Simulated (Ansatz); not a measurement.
# In2H5: one candidate of a structure search, part 2 of 2

The task: take a trial cell of In2H5 to zero force and stress.

Ansatz 0.2.0; DFT PBE, scalar-relativistic, plane waves, PAW. The steps go on from the part before.

**4. Relaxation on the finer mesh**

The end of the coarse run is made exact in the group found at a tolerance of 0.06 Å and reduced to its primitive cell.

input.yaml reads:

```yaml
crystal:
  lattice:
    - [-2.7280781467, 2.7280781467, 4.4773103112]
    - [2.7280781467, -2.7280781467, 4.4773103112]
    - [2.7280781467, 2.7280781467, -4.4773103112]
  atoms:
    - { symbol: In, position: [0.285586456, 0.285586456, 0.0] }
    - { symbol: In, position: [0.714413544, 0.714413544, 0.0] }
    - { symbol: H, position: [0.0, 0.0, 0.5] }
    - { symbol: H, position: [0.5, 0.0, 0.0] }
    - { symbol: H, position: [0.0, 0.5, 0.0] }
    - { symbol: H, position: [0.5, 0.5, 0.5] }
    - { symbol: H, position: [0.5, 0.5, 0.0] }
basis:
  ecutwfc: 420
kpoints:
  mp_grid: { grid: [10, 10, 10] }
hamiltonian:
  xc: pbe
scf:
  occupations: { method: gaussian, width: 0.1 }
output:
  forces: true
  stress: true
  eigenvalues: true
  write_density: true
  write_potential: true
  elf: true
  volumetric_format: npy
relax:
  adjacent_minimum: "off"
  f_tol: 0.01
  max_steps: 80
  cell: { stress_tol: 0.05 }
```

Command:

```
$ ansatz run input.yaml --threads 1 --pin off --max-ram 2560MiB --backend cpu --events-out ev --progress --plain --runs-dir out
```

Standard output:

```text
Warning: RAYON_NUM_THREADS=1 ignored (pool sized by the plan → 1); use --threads N
Engine: ansatz 0.2.0, x86_64-unknown-linux-gnu
Pseudopotentials: kind: paw
Pseudopotential: In, paw, valence charge 13, recommended cutoff 420 eV (normal), In.paw.azcp
Pseudopotential: H, paw, valence charge 1, recommended cutoff 420 eV (normal), H.paw.azcp
Functional definition: PBE
  parameter kappa = 0.804
  parameter beta = 0.06672455060314922
  exchange = pbe_x(kappa = kappa, mu = beta*pi^2/3)
  correlation = pbe_c(beta = beta)
Crystal: 7 atoms, lattice volume = 133.288 Å³
Basis set: ecut = 420 eV, 2599 PW (Γ), exchange–correlation on 80×80×80 points (8 copies of the dense FFT grid, shifted against one another)
Bands: 23, of which v1, the nominal top of the filled ones, is band 16 counted from 1 (15 counted from 0)
Symmetry: 16 space group operations
Space group: I4/mmm (ITA 139), of the structure as read, at distance tolerance 5.1e-5 Å
k-points: 102 of 1000
Non-local potential: In, projectors of the file, l = 0: 2, l = 1: 2, l = 2: 2, l = 3: 2
Non-local potential: H, projectors of the file, l = 0: 2, l = 1: 1
PAW form: soft (Blöchl's): semilocal exchange-correlation on the pseudo side does not see the compensation charge
PAW one-centre angular grid: In, 590 points (default); XC on 64 Gauss nodes
PAW one-centre angular grid: H, 110 points (default); XC on 64 Gauss nodes
Initial density: superposition of atomic densities (neutral atoms: chi_scale 0, normalization atom), corrected by the library's trained network
Initial wavefunctions: pseudopotential atomic-orbital guess
Functional: x = pbe(κ = 0.804, μ = 0.2195149727645171), c = pbe(β = 0.06672455060314922)
SCF iter   1: F=—  HF=-11272.822306 eV  |F-HF|=—  |Δ(HF+E_count)|=         —  Δρ=2.60e-3  dr2=1.32e-2  ethr=1.77e-3  ⟨swp⟩=6.5  Hψ=11932  notcnv=0  defer=2
preconditioner: auto → none  [metal: Δε(μ)=0.030 eV  Ē_g=15.332 eV  σ=0.100 eV  W_gap=0.17  n_scr=14 (ndim 8)  ℏωp=17.9 eV  f_vac=0.264  D(μ)=0.76/eV (n_scr^D=0)  sad-step TF]
SCF iter   2: F=—  HF=-11272.821811 eV  |F-HF|=—  |Δ(HF+E_count)|=   4.94e-4  Δρ=1.72e-3  dr2=5.84e-3  ethr=4.26e-5  ⟨swp⟩=2.1  Hψ=4569  notcnv=0  defer=2
SCF iter   3: F=—  HF=-11272.826136 eV  |F-HF|=—  |Δ(HF+E_count)|=   4.33e-3  Δρ=1.29e-3  dr2=1.84e-3  ethr=1.88e-5  ⟨swp⟩=2.0  Hψ=4166  notcnv=0  defer=2
SCF iter   4: F=—  HF=-11272.825348 eV  |F-HF|=—  |Δ(HF+E_count)|=   7.88e-4  Δρ=3.04e-4  dr2=1.05e-4  ethr=5.95e-6  ⟨swp⟩=2.1  Hψ=3381  notcnv=0  defer=2
SCF iter   5: F=—  HF=-11272.825419 eV  |F-HF|=—  |Δ(HF+E_count)|=   7.12e-5  Δρ=1.00e-4  dr2=1.03e-5  ethr=3.37e-7  ⟨swp⟩=2.0  Hψ=3688  notcnv=0  defer=2
SCF iter   6: F=—  HF=-11272.825417 eV  |F-HF|=—  |Δ(HF+E_count)|=   2.63e-6  Δρ=2.45e-5  dr2=7.94e-7  ethr=3.32e-8  ⟨swp⟩=2.0  Hψ=3447  notcnv=0  defer=38
SCF iter   7: F=-11272.825416 eV  HF=-11272.825416 eV  |F-HF|=6.45e-8  |Δ(HF+E_count)|=   3.02e-7  Δρ=8.42e-6  dr2=7.09e-8  ethr=3.23e-10  ⟨swp⟩=12.3  Hψ=16654  notcnv=0
SCF 1 converged in 7 iterations: F = -11272.825416 eV  dr2 = 7.09e-8
relax step   1: F+E_penalty+E_count = -11272.82541620 eV  Δ(F+E_penalty+E_count) = +0.000e0 eV  max|allowed force component| = 7.958e-3 eV/Å  Δτ_max = 0.0000 Å  P = -0.010 GPa  Ω = 133.288 Å³  (7 SCF iters, dr2 threshold 1.00e-7 eV, accepted)
Initial density: handed on by an earlier stage of this run
Initial wavefunctions: pseudopotential atomic-orbital guess (no wavefunctions were taken with the density)
iter 1 solved again at ethr=7.88e-7 eV; its pass at ethr=3.10e-3 eV (dr2=2.44e-4 eV) is discarded
SCF iter   1: F=—  HF=-11272.825415 eV  |F-HF|=—  |Δ(HF+E_count)|=         —  Δρ=9.09e-6  dr2=7.53e-8  ethr=7.88e-7  ⟨swp⟩=2.5  Hψ=16910  notcnv=0
eigensolver tolerance schedule: the retry pair's looser diagonalisation over-reported the residual by 3245.08 of it (diagonalisation noise at 4.73 of the residual, at the tolerance the schedule requests for it); recorded, not acted on — ethr = c·dr2/N_el stays at c = 1.0e-1
preconditioner: auto → none  [metal: Δε(μ)=0.033 eV  Ē_g=15.371 eV  σ=0.100 eV  W_gap=0.18  n_scr=14 (ndim 8)  ℏωp=17.9 eV  f_vac=0.266  D(μ)=0.73/eV (n_scr^D=0)]
SCF iter   2: F=—  HF=-11272.825416 eV  |F-HF|=—  |Δ(HF+E_count)|=   1.01e-6  Δρ=1.13e-6  dr2=1.29e-9  ethr=2.43e-10  ⟨swp⟩=2.5  Hψ=4071  notcnv=0
SCF iter   3: F=—  HF=-11272.825416 eV  |F-HF|=—  |Δ(HF+E_count)|=   1.10e-9  Δρ=5.43e-7  dr2=2.14e-10  ethr=1.00e-12  ⟨swp⟩=9.0  Hψ=13814  notcnv=0
SCF iter   4: F=-11272.825416 eV  HF=-11272.825416 eV  |F-HF|=7.28e-12  |Δ(HF+E_count)|=  7.06e-10  Δρ=1.54e-7  dr2=4.23e-11  ethr=1.00e-12  ⟨swp⟩=6.1  Hψ=9673  notcnv=0
SCF 2 converged in 4 iterations: F = -11272.825416 eV  dr2 = 4.23e-11
relax step   2: F+E_penalty+E_count = -11272.82541624 eV  Δ(F+E_penalty+E_count) = -3.730e-8 eV  max|allowed force component| = 7.947e-3 eV/Å  Δτ_max = 0.0000 Å  P = -0.010 GPa  Ω = 133.288 Å³  stress off target by 4.38e-2 GPa  SCF on the basis re-selected at this cell (its energy is not comparable with the rows above)  (4 SCF iters)
basis re-selected at this cell: Δ(F+E_penalty+E_count) = -3.730e-8 eV, ΔP = +0.000 GPa vs the last step (what re-selecting the basis moved, of the pressure what is left beyond the Pulay correction that the steps carried, after the strain that the cell walked since its last selection, with what the two solves' SCF thresholds leave and, on support functions, any second-order correction that the steps lacked; it is no measure of the basis error at this ecutwfc). This SCF's stress stands 4.38e-2 GPa from its target on what of the cell is left free (relax.cell.stress_tol is 5.00e-2 GPa) and its largest allowed force component is 7.95e-3 eV/Å (relax.f_tol is 1.00e-2 eV/Å): within both
SCF converged after 4 iterations
Free energy (F): -11272.825416 eV
Harris-Foulkes:  -11272.825416 eV  (|F-HF|=7.28e-12)
Internal energy: -11272.821777 eV  (E = F + TS)
E sigma→0 (E₀):  -11272.823597 eV
Entropy (-TS):   -0.003639 eV (-0.520 meV/atom)
Fermi energy:    2.495850 eV
--- Per-component energies (eV) ---
  E_band       = -267.792637
  E_kinetic    = 549.309213
  E_local      = -3443.598891  (includes V_loc(G=0)·N_el)
  E_nonlocal   = 741.161992
  E_hartree    = 1373.716000
  E_xc         = -473.406577
  E_vxc        = -253.593816  (∫ρ·V_xc dr)
  E_paw        = -8311.520764  (= ΣΔE_a)
  E_vpaw       = -608.497426  (= ΣTr[D̂ρ^β])
  E_aug_tail   = -0.005677  (compensation charges beyond the density's cutoff)
  E_ewald      = -1708.477072
  E_smearing   = -0.003639  (= −TS)
  E_closure    = 0.000000  (closes the sum)
  Σ components = -11272.825416   (vs F -11272.825416, Δ=0.00e0)
--- Forces (eV/Å), atoms counted from 1 ---
  atom   1  In     0.00000000    -0.00000000    -0.00794731
  atom   2  In     0.00000000    -0.00000000     0.00794731
  atom   3  H      0.00000000     0.00000000     0.00000000
  atom   4  H      0.00000000    -0.00000000    -0.00000000
  atom   5  H      0.00000000    -0.00000000    -0.00000000
  atom   6  H      0.00000000     0.00000000     0.00000000
  atom   7  H      0.00000000    -0.00000000    -0.00000000
  max |Σ_I F_I| component: 1.39e-17 eV/Å
--- Stress (GPa, compression-positive) ---
        0.006547       0.000000       0.000000
        0.000000       0.006547       0.000000
        0.000000       0.000000      -0.043783
  P = ⅓ Tr σ = -0.0102 GPa (-0.102 kbar)
--- Band table (eV; the first three rows and the last of 102) ---
  k-point 0: bands = ["-12.4538", "-12.4407", "-12.2125", "-12.1918", "-12.1918", "-12.1681", "-12.1681", "-12.1295", "-12.1248", "-12.0740", "-6.2415", "-1.8981", "-1.8981", "-1.0777", "-0.6452", "1.8450", "4.5546", "5.5150", "5.5150", "6.6543", "6.9912", "8.0959", "8.0959"]
  k-point 1: bands = ["-12.4515", "-12.4262", "-12.2216", "-12.1921", "-12.1894", "-12.1732", "-12.1681", "-12.1323", "-12.1264", "-12.0764", "-6.1610", "-2.3501", "-1.9395", "-1.1183", "0.0392", "1.4308", "4.6487", "5.5142", "5.6427", "6.4614", "7.1819", "7.8289", "7.9943"]
  k-point 2: bands = ["-12.4496", "-12.3832", "-12.2554", "-12.1927", "-12.1838", "-12.1810", "-12.1680", "-12.1471", "-12.1183", "-12.0826", "-5.9223", "-2.9410", "-2.0445", "-1.2533", "0.5101", "1.3107", "4.9220", "5.4784", "5.8266", "6.2245", "7.5793", "7.7240", "8.5068"]
  k-point 101: bands = ["-12.4384", "-12.3625", "-12.3201", "-12.1847", "-12.1847", "-12.1726", "-12.1726", "-12.1314", "-12.1261", "-12.0726", "-5.4582", "-3.6433", "-2.0634", "-2.0634", "0.8596", "1.9206", "5.9404", "6.1045", "6.4255", "6.4787", "6.4787", "9.1149", "9.3801"]
--- Relaxed structure (1 steps of the walk, 1 accepted, 1 SCFs on fresh bases) ---
  F+E_penalty+E_count = -11272.82541624 eV   max|allowed force component| = 7.947e-3 eV/Å   (the final SCF, on the basis selected at the relaxed cell)
  cell:  # Å, volume = 133.2879 Å³
    - [-2.7280781467, 2.7280781467, 4.4773103112]
    - [2.7280781467, -2.7280781467, 4.4773103112]
    - [2.7280781467, 2.7280781467, -4.4773103112]
  atoms:
    - { symbol: In, position: [0.285586456, 0.285586456, 0.0] }
    - { symbol: In, position: [0.7144135439999999, 0.7144135439999999, 0.0] }
    - { symbol: H, position: [0.0, 0.0, 0.49999999999999994] }
    - { symbol: H, position: [0.49999999999999994, 0.0, 0.0] }
    - { symbol: H, position: [0.0, 0.49999999999999994, 0.0] }
    - { symbol: H, position: [0.49999999999999994, 0.49999999999999994, 0.49999999999999994] }
    - { symbol: H, position: [0.49999999999999994, 0.49999999999999994, 0.0] }
```

It took 83 s on 1 thread of Intel Xeon at 2.50GHz (Skylake/Cascade Lake), shared host; peak memory 0.58 GiB.

The steps of the relaxation:

```csv
step,energy from step 1 (eV/cell),largest force component (eV/Å),pressure (GPa),volume (Å³)
1,0.0000,0.0080,-0.01,133.29
2,0.0000,0.0079,-0.01,133.29
```

Step 1 is the start. Step 2 repeats the geometry before it on a plane-wave basis chosen anew for that cell, so its energy need not be comparable with the rows above.

Lengths and angles in the start's conventional setting:

|  | before | after | change |
| --- | --- | --- | --- |
| a (Å) | 5.456 | 5.456 | 0.0 % |
| b (Å) | 5.456 | 5.456 | 0.0 % |
| c (Å) | 8.955 | 8.955 | 0.0 % |
| volume (Å³/atom) | 19.04 | 19.04 | 0.0 % |
| shortest distance (Å) | 1.920 | 1.920 | 0.0 % |
| space group (0.01 Å) | I4/mmm | I4/mmm | same |

The run keeps the 16 symmetry operations of the start, so it could not have lowered the symmetry.

Axes a, b and c in the maps are those of this run's conventional cell (a, b, c = 5.456, 5.456, 8.955 Å).

Density in a lattice plane of the grid's cell (edges 5.46 and 8.95 Å, at 0.000 of the third edge), which holds In and H.

Values in e/Å³, 12 rows by 8 columns:
```
0.03 0.02 0.01 0.00 0.00 0.00 0.01 0.02
0.39 0.18 0.05 0.02 0.01 0.02 0.05 0.18
8.59 1.70 0.14 0.03 0.01 0.03 0.14 1.71
6.46 1.33 0.10 0.02 0.01 0.02 0.10 1.33
0.45 0.19 0.03 0.01 0.00 0.01 0.03 0.19
1.85 0.25 0.03 0.00 0.00 0.00 0.03 0.25
0.45 0.19 0.03 0.01 0.00 0.01 0.03 0.19
6.46 1.33 0.10 0.02 0.01 0.02 0.10 1.33
8.59 1.71 0.14 0.03 0.01 0.03 0.14 1.70
0.39 0.18 0.05 0.02 0.01 0.02 0.05 0.18
0.03 0.02 0.01 0.00 0.00 0.00 0.01 0.02
0.01 0.00 0.00 0.00 0.00 0.00 0.00 0.00
```
Columns run along the first of these edges and rows up along the second, over one cell in 8 and 12 even steps from the bottom left corner. Atoms in the plane (fractional): In at (0.00, 0.29), In at (0.00, 0.71), H at (0.00, 0.50).

ELF in the same plane.

Ten even steps from ' ' (0.00) to '@' (1.00):
```
                            
::::..                  ..::
::::::..              ..::::
::::::::..          ..::::::
    ::::..          ..::::  
    ::::..          ..::::  
..::::....          ....::::
::::::..              ..::::
@@%%**::              ::**%%
@@@@@@++              ++@@@@
@@%%**::              ::**%%
::::::..              ..::::
..::::....          ....::::
    ::::..          ..::::  
    ::::..          ..::::  
::::::::..          ..::::::
::::::..              ..::::
::::..                  ..::
                            
                            
```
Columns run along the first of these edges and rows up along the second, over one cell in 14 and 20 even steps from the bottom left corner. Atoms in the plane (fractional): In at (0.00, 0.29), In at (0.00, 0.71), H at (0.00, 0.50).

Both are smooth fields of the valence electrons: close to the nuclei they are not physical.

The highest ELF values outside the cores: 1.00 at H.

**5. Results**

This closing draws on all 2 parts. Changes of volume or cell count from the first structure of part 1.

```
                                                              quantity                                                                      value
                                symmetry at the end (tolerance 0.05 Å)                                               space group I4/mmm (No. 139)
                                                     conventional cell  a = 5.456 Å, b = 5.456 Å, c = 8.955 Å, α = 90.00°, β = 90.00°, γ = 90.00°
                                                                volume                                                              19.04 Å³/atom
energy over the elements (uncorrected; H, N, O, F and Cl as molecules)                                                              +0.32 eV/atom
                                                       gap on the mesh                                                               none (metal)
```

What this shows: The space group I4/mmm (No. 139) is kept, and the volume per atom grows by 57.4 % from the first guess. The formation energy is positive, so the separate elements lie lower. No finished test with a distortion of lower symmetry is shown, so the end may be a saddle point.
